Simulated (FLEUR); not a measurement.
# TaN (Pm-3m) in FLEUR: a series of runs

Runs on TaN. Level: r2SCAN+U. Tasks: single point.

Everything below comes from runs of FLEUR MaX-R8.1 (later development tree). Logs are shortened: lines on timing, memory, paths and dates and some standing lists are left out, and cuts for length are marked.

## (1) The crystal as given

The structure is cubic, space group Pm-3m (No. 221). The conventional cell has a = 2.732 Å, b = 2.732 Å, c = 2.732 Å, α = 90.00°, β = 90.00°, γ = 90.00°. Around Ta (site symmetry m-3m) lie 8 N at 2.37 Å. N (site symmetry m-3m) is surrounded by 8 Ta at 2.37 Å.

The cell comes from a database or a generator and needn't be the stable form of this composition.

## (2) Single point, r2SCAN+U, collinear spin, ferromagnetic start

inp.xml

```xml
<?xml version="1.0" encoding="UTF-8" standalone="no"?>
<fleurInput fleurInputVersion="0.39">
   <comment>
      TaN                                                                                                 
   </comment>
   <calculationSetup>
      <cutoffs Kmax="4.56" Gmax="14.1" GmaxXC="14.1" numbands="0"/>
      <scfLoop itmax="100" minDistance="0.001" maxIterBroyd="50" imix="Anderson" alpha="0.05" precondParam="0.0" spinf="2.0" sdNocoIR="T"/>
      <coreElectrons ctail="F" frcor="F" kcrel="0" coretail_lmax="0"/>
      <xcFunctional name="LibXC" relativisticCorrections="F">
         <LibXCName exchange="mgga_x_r2scan" correlation="mgga_c_r2scan"/>
         <AuxGGA exchange="117" correlation="130"/>
      </xcFunctional>
      <magnetism jspins="2"/>
      <soc l_soc="F" theta="0.0" phi="0.0" spav="F"/>
      <expertModes spex="0" secvar="F"/>
      <geometryOptimization l_f="F" forcealpha="1.0" forcemix="BFGS" epsdisp="0.00001" epsforce="0.00001"/>
      <ldaU l_linMix="F" mixParam="0.05" spinf="1.0"/>
   </calculationSetup>
   <cell>
      <bzIntegration valenceElectrons="32.0" mode="gauss" fermiSmearingEnergy="0.00183747">
         <kPointListSelection listName="default-1"/>
         <!-- k-points included here -->
         <xi:include xmlns:xi="http://www.w3.org/2001/XInclude" href="kpts.xml"> </xi:include>
      </bzIntegration>
      <!-- symmetry operations included here -->
      <xi:include xmlns:xi="http://www.w3.org/2001/XInclude" href="sym.xml"> </xi:include>
      <bulkLattice scale="1.0">
         <bravaisMatrix>
            <row-1>    5.1633132222384779     0.0000000000000000     0.0000000000000000</row-1>
            <row-2>    0.0000000000000000     5.1633132222384779     0.0000000000000000</row-2>
            <row-3>    0.0000000000000000     0.0000000000000000     5.1633132222384779</row-3>
         </bravaisMatrix>
      </bulkLattice>
   </cell>
   <atomSpecies>
      <species name="Tantalum (2.001" element="Ta" atomicNumber="73">
         <mtSphere radius="2.39" gridPoints="791" logIncrement="0.017"/>
         <atomicCutoffs lmax="10" lnonsphr="10"/>
         <electronConfig flipSpins="F">
            <coreConfig>(1s1/2) (2s1/2) (2p1/2) (2p3/2) (3s1/2) (3p1/2) (3p3/2) (4s1/2) (3d3/2) (3d5/2) (4p1/2) (4p3/2) (4d3/2) (4d5/2)</coreConfig>
            <valenceConfig>(5s1/2) (5p1/2) (5p3/2) (6s1/2) (4f5/2) (4f7/2) (5d3/2) (5d5/2)</valenceConfig>
            <stateOccupation state="(5d3/2)" spinUp="0.7005" spinDown="0.4995"/>
            <stateOccupation state="(5d5/2)" spinUp="1.8" spinDown="0.0"/>
         </electronConfig>
         <energyParameters s="6" p="6" d="5" f="4"/>
         <ldaU l="2" U="3" J="0.7" l_amf="F"/>
         <lo type="SCLO" l="0" n="5" eDeriv="0"/>
         <lo type="SCLO" l="1" n="5" eDeriv="0"/>
         <lo type="SCLO" l="3" n="4" eDeriv="2"/>
      </species>
      <species name="Nitrogen (N)" element="N" atomicNumber="7">
         <mtSphere radius="1.58" gridPoints="523" logIncrement="0.02"/>
         <atomicCutoffs lmax="8" lnonsphr="8"/>
         <electronConfig flipSpins="F">
            <coreConfig>(1s1/2)</coreConfig>
            <valenceConfig>(2s1/2) (2p1/2) (2p3/2)</valenceConfig>
            <stateOccupation state="(2p1/2)" spinUp="0.500000" spinDown="0.500000"/>
            <stateOccupation state="(2p3/2)" spinUp="1.000000" spinDown="1.000000"/>
         </electronConfig>
         <energyParameters s="2" p="2" d="3" f="4"/>
         <lo type="SCLO" l="0" n="2" eDeriv="2"/>
         <lo type="SCLO" l="1" n="2" eDeriv="2"/>
         <lo type="SCLO" l="2" n="3" eDeriv="2"/>
      </species>
   </atomSpecies>
   <atomGroups>
      <atomGroup species="Tantalum (2.001">
         <relPos label="                   1">.0000000000 .0000000000 .0000000000</relPos>
         <force calculate="T" relaxXYZ="TTT"/>
      </atomGroup>
      <atomGroup species="Nitrogen (N)">
         <relPos label="                   2">1.000/2.000 1.000/2.000 1.000/2.000</relPos>
         <force calculate="T" relaxXYZ="TTT"/>
      </atomGroup>
   </atomGroups>
   <output dos="F" band="F" slice="F">
      <checks vchk="F" cdinf="F"/>
      <bandDOS minEnergy="-.5*Htr" maxEnergy="0.5*Htr" sigma="0.015" storeEVData="T"/>
      <vacuumDOS vacdos="F" integ="F" star="F" nstars="0" locx1="0.0" locy1="0.0" locx2="0.0" locy2="0.0" nstm="0" tworkf="0.0"/>
      <unfoldingBand unfoldBand="F" supercellX="1" supercellY="1" supercellZ="1"/>
      <plotting iplot="0" polar="F">
         <plot TwoD="T" vec1="  1.0  0.0  0.0" vec2="  0.0  1.0  0.0" vec3="  0.0  0.0  1.0" zero="  0.0  0.0  0.0" file="plot"/>
      </plotting>
      <chargeDensitySlicing numkpt="0" minEigenval="0.0" maxEigenval="0.0" nnne="0" pallst="F"/>
      <specialOutput eonly="F"/>
      <moessbauerParams electricFieldGradient="T" isomerShift="T" coreHyperfine="T" valenceHyperfine="T"/>
      <magneticCircularDichroism mcd="F" energyLo="-10.0" energyUp="0.0"/>
   </output>
  <!-- We include the file relax.xml here to enable relaxations (see documentation) -->
  <xi:include xmlns:xi="http://www.w3.org/2001/XInclude" href="relax.xml"> <xi:fallback/> </xi:include>
</fleurInput>
```

crystal.txt

```
TaN
&input cartesian=F /
2.7323076900  0.0000000000  0.0000000000
0.0000000000  2.7323076900  0.0000000000
0.0000000000  0.0000000000  2.7323076900
1.8897261246
1.0 1.0 1.0

2
73 0.0000000000  0.0000000000  0.0000000000 : 2.001
7 0.5000000000  0.5000000000  0.5000000000

&kpt div1=7 div2=7 div3=7 gamma=T /
```

Potentials or basis: all-electron, FLAPW.

The run is started by

```bash
$ inpgen -f crystal.txt -profile fastHighL -nosym
$ # inp.xml edited to the form shown
$ fleur_MPI
```

Output:

```text
Welcome to FLEUR        (www.flapw.de)
      MaX-Release 8.1          (www.max-centre.eu)
 func_ids         498         497         498         497
 MetaGGA potential functional detected - V_tau will be computed
 Auxiliary Potential for radial basis: exchange=         117  correlation=         130
The functional 'Re-regularized SCAN exchange by Furness et al' is an exchange functional, it belongs to the 'MGGA' family and is defined in the reference(s):
[1] J. W. Furness, A. D. Kaplan, J. Ning, J. P. Perdew, and J. Sun.,  J. Phys. Chem. Lett. 11, 8208-8215 (2020)
[2] J. W. Furness, A. D. Kaplan, J. Ning, J. P. Perdew, and J. Sun.,  J. Phys. Chem. Lett. 11, 9248-9248 (2020)
The functional 'Re-regularized SCAN correlation by Furness et al' is a correlation functional, it belongs to the 'MGGA' family and is defined in the reference(s):
[1] J. W. Furness, A. D. Kaplan, J. Ning, J. P. Perdew, and J. Sun.,  J. Phys. Chem. Lett. 11, 8208-8215 (2020)
[2] J. W. Furness, A. D. Kaplan, J. Ning, J. P. Perdew, and J. Sun.,  J. Phys. Chem. Lett. 11, 9248-9248 (2020)
 Using same functional for VXC and EXC

 ========== k-point set info ==========
 Selected k-point list: default-1
 k-point list type: mesh
 7 x 7 x 7
 Number of k points: 343

 ------------Calculation Setup---------------------------
 Number of MPI-tasks      :            1
 Number of PE/node        :            1
 Number of OMP-threads    :            1
 Most efficient MPI parallelization for:
           1           7          49         343
 Additional eigenvalue parallelization possible
 Number of basis functions:          293
 Approximate size of matrices (H+S) per k-point:         0.003 GB
 --------------------------------------------------------
The functional 'Hammer, Hansen, and Norskov' is an exchange functional, it belongs to the 'GGA' family and is defined in the reference(s):
[1] B. Hammer, L. B. Hansen, and J. K. Nørskov.,  Phys. Rev. B 59, 7413 (1999)
The functional 'Perdew, Burke & Ernzerhof' is a correlation functional, it belongs to the 'GGA' family and is defined in the reference(s):
[1] J. P. Perdew, K. Burke, and M. Ernzerhof.,  Phys. Rev. Lett. 77, 3865 (1996)
[2] J. P. Perdew, K. Burke, and M. Ernzerhof.,  Phys. Rev. Lett. 78, 1396 (1997)
 Using same functional for VXC and EXC
 Using auxiliary GGA potential for the first iteration of MetaGGA calculation.
 Complex matrix made real
 Complex matrix made real
 Reset of history
 Reset of history
 Iteration:     1   Distance:      69.16169819 me/bohr^3
The functional 'Hammer, Hansen, and Norskov' is an exchange functional, it belongs to the 'GGA' family and is defined in the reference(s):
[1] B. Hammer, L. B. Hansen, and J. K. Nørskov.,  Phys. Rev. B 59, 7413 (1999)
The functional 'Perdew, Burke & Ernzerhof' is a correlation functional, it belongs to the 'GGA' family and is defined in the reference(s):
[1] J. P. Perdew, K. Burke, and M. Ernzerhof.,  Phys. Rev. Lett. 77, 3865 (1996)
[2] J. P. Perdew, K. Burke, and M. Ernzerhof.,  Phys. Rev. Lett. 78, 1396 (1997)
 Using same functional for VXC and EXC
 Iteration:     2   Distance:      64.57811394 me/bohr^3
The functional 'Hammer, Hansen, and Norskov' is an exchange functional, it belongs to the 'GGA' family and is defined in the reference(s):
[1] B. Hammer, L. B. Hansen, and J. K. Nørskov.,  Phys. Rev. B 59, 7413 (1999)
The functional 'Perdew, Burke & Ernzerhof' is a correlation functional, it belongs to the 'GGA' family and is defined in the reference(s):
[1] J. P. Perdew, K. Burke, and M. Ernzerhof.,  Phys. Rev. Lett. 77, 3865 (1996)
[2] J. P. Perdew, K. Burke, and M. Ernzerhof.,  Phys. Rev. Lett. 78, 1396 (1997)
 Using same functional for VXC and EXC
 Iteration:     3   Distance:      60.78578882 me/bohr^3
The functional 'Hammer, Hansen, and Norskov' is an exchange functional, it belongs to the 'GGA' family and is defined in the reference(s):
[1] B. Hammer, L. B. Hansen, and J. K. Nørskov.,  Phys. Rev. B 59, 7413 (1999)
The functional 'Perdew, Burke & Ernzerhof' is a correlation functional, it belongs to the 'GGA' family and is defined in the reference(s):
[1] J. P. Perdew, K. Burke, and M. Ernzerhof.,  Phys. Rev. Lett. 77, 3865 (1996)
[2] J. P. Perdew, K. Burke, and M. Ernzerhof.,  Phys. Rev. Lett. 78, 1396 (1997)
 Using same functional for VXC and EXC
 Iteration:     4   Distance:      36.81180039 me/bohr^3
The functional 'Hammer, Hansen, and Norskov' is an exchange functional, it belongs to the 'GGA' family and is defined in the reference(s):
[1] B. Hammer, L. B. Hansen, and J. K. Nørskov.,  Phys. Rev. B 59, 7413 (1999)
The functional 'Perdew, Burke & Ernzerhof' is a correlation functional, it belongs to the 'GGA' family and is defined in the reference(s):
[1] J. P. Perdew, K. Burke, and M. Ernzerhof.,  Phys. Rev. Lett. 77, 3865 (1996)
[2] J. P. Perdew, K. Burke, and M. Ernzerhof.,  Phys. Rev. Lett. 78, 1396 (1997)
 Using same functional for VXC and EXC
 Iteration:     5   Distance:      24.07435679 me/bohr^3
The functional 'Hammer, Hansen, and Norskov' is an exchange functional, it belongs to the 'GGA' family and is defined in the reference(s):
[1] B. Hammer, L. B. Hansen, and J. K. Nørskov.,  Phys. Rev. B 59, 7413 (1999)
The functional 'Perdew, Burke & Ernzerhof' is a correlation functional, it belongs to the 'GGA' family and is defined in the reference(s):
[1] J. P. Perdew, K. Burke, and M. Ernzerhof.,  Phys. Rev. Lett. 77, 3865 (1996)
[2] J. P. Perdew, K. Burke, and M. Ernzerhof.,  Phys. Rev. Lett. 78, 1396 (1997)
 Using same functional for VXC and EXC
 Iteration:     6   Distance:      11.40840272 me/bohr^3
The functional 'Hammer, Hansen, and Norskov' is an exchange functional, it belongs to the 'GGA' family and is defined in the reference(s):
[1] B. Hammer, L. B. Hansen, and J. K. Nørskov.,  Phys. Rev. B 59, 7413 (1999)
The functional 'Perdew, Burke & Ernzerhof' is a correlation functional, it belongs to the 'GGA' family and is defined in the reference(s):
[1] J. P. Perdew, K. Burke, and M. Ernzerhof.,  Phys. Rev. Lett. 77, 3865 (1996)
[2] J. P. Perdew, K. Burke, and M. Ernzerhof.,  Phys. Rev. Lett. 78, 1396 (1997)
 Using same functional for VXC and EXC
[... 61 lines left out ...]
[2] J. P. Perdew, K. Burke, and M. Ernzerhof.,  Phys. Rev. Lett. 78, 1396 (1997)
 Using same functional for VXC and EXC
 Iteration:    16   Distance:       0.02614905 me/bohr^3
The functional 'Hammer, Hansen, and Norskov' is an exchange functional, it belongs to the 'GGA' family and is defined in the reference(s):
[1] B. Hammer, L. B. Hansen, and J. K. Nørskov.,  Phys. Rev. B 59, 7413 (1999)
The functional 'Perdew, Burke & Ernzerhof' is a correlation functional, it belongs to the 'GGA' family and is defined in the reference(s):
[1] J. P. Perdew, K. Burke, and M. Ernzerhof.,  Phys. Rev. Lett. 77, 3865 (1996)
[2] J. P. Perdew, K. Burke, and M. Ernzerhof.,  Phys. Rev. Lett. 78, 1396 (1997)
 Using same functional for VXC and EXC
 Iteration:    17   Distance:       0.01225631 me/bohr^3
The functional 'Hammer, Hansen, and Norskov' is an exchange functional, it belongs to the 'GGA' family and is defined in the reference(s):
[1] B. Hammer, L. B. Hansen, and J. K. Nørskov.,  Phys. Rev. B 59, 7413 (1999)
The functional 'Perdew, Burke & Ernzerhof' is a correlation functional, it belongs to the 'GGA' family and is defined in the reference(s):
[1] J. P. Perdew, K. Burke, and M. Ernzerhof.,  Phys. Rev. Lett. 77, 3865 (1996)
[2] J. P. Perdew, K. Burke, and M. Ernzerhof.,  Phys. Rev. Lett. 78, 1396 (1997)
 Using same functional for VXC and EXC
 Iteration:    18   Distance:       0.00338060 me/bohr^3
The functional 'Hammer, Hansen, and Norskov' is an exchange functional, it belongs to the 'GGA' family and is defined in the reference(s):
[1] B. Hammer, L. B. Hansen, and J. K. Nørskov.,  Phys. Rev. B 59, 7413 (1999)
The functional 'Perdew, Burke & Ernzerhof' is a correlation functional, it belongs to the 'GGA' family and is defined in the reference(s):
[1] J. P. Perdew, K. Burke, and M. Ernzerhof.,  Phys. Rev. Lett. 77, 3865 (1996)
[2] J. P. Perdew, K. Burke, and M. Ernzerhof.,  Phys. Rev. Lett. 78, 1396 (1997)
 Using same functional for VXC and EXC
 Iteration:    19   Distance:       0.00323167 me/bohr^3
The functional 'Hammer, Hansen, and Norskov' is an exchange functional, it belongs to the 'GGA' family and is defined in the reference(s):
[1] B. Hammer, L. B. Hansen, and J. K. Nørskov.,  Phys. Rev. B 59, 7413 (1999)
The functional 'Perdew, Burke & Ernzerhof' is a correlation functional, it belongs to the 'GGA' family and is defined in the reference(s):
[1] J. P. Perdew, K. Burke, and M. Ernzerhof.,  Phys. Rev. Lett. 77, 3865 (1996)
[2] J. P. Perdew, K. Burke, and M. Ernzerhof.,  Phys. Rev. Lett. 78, 1396 (1997)
 Using same functional for VXC and EXC
 Iteration:    20   Distance:       0.00094473 me/bohr^3

 ********************************************************************
 Run finished successfully
 Stop message:
   all done
 ********************************************************************
```

It took 15 min on 1 thread of Arm Neoverse V1, shared host; peak memory 0.68 GiB.

Results:

| Quantity | Value |
| --- | --- |
| Free energy | -426663.8467 eV |
| Net moment | 0.21 μB per cell |
| Site moments | Ta +0.16; N +0.01 μB |
| Valence electrons inside the program's atomic spheres | Ta 24.63; N 3.92 (radii Ta 2.39, N 1.58 bohr) |

Eigenvalues of the final occupation matrices:
```
       site  spin  trace               eigenvalues
atom type 1     1   1.18  0.13 0.13 0.13 0.39 0.39
atom type 1     2   1.04  0.13 0.13 0.13 0.33 0.33
```

Core levels (eV from the Fermi level):
| atom | levels |
| --- | --- |
| 1 Ta | 1s1/2 -67279.1, 2s1/2 -11548.9, 2p1/2 -11034.9, 2p3/2 -9764.7, 3s1/2 -2643.1, 3p1/2 -2415.1, 3p3/2 -2141.6, 4s1/2 -536.3, 3d3/2 -1757.7, 3d5/2 -1698.2, 4p1/2 -442.4, 4p3/2 -379.4, 4d3/2 -225.4, 4d5/2 -213.8 |
| 2 N | 1s1/2 -378.5 |

Caveat: with Gaussian smearing the program prints no entropy term, so the energy of a metal isn't a free energy; the meta-GGA is that of a development version, with a GGA for the radial functions and cores and without core tails; the magnetic or orbital state may not be the lowest.

(Continued in part 2 of 2.)
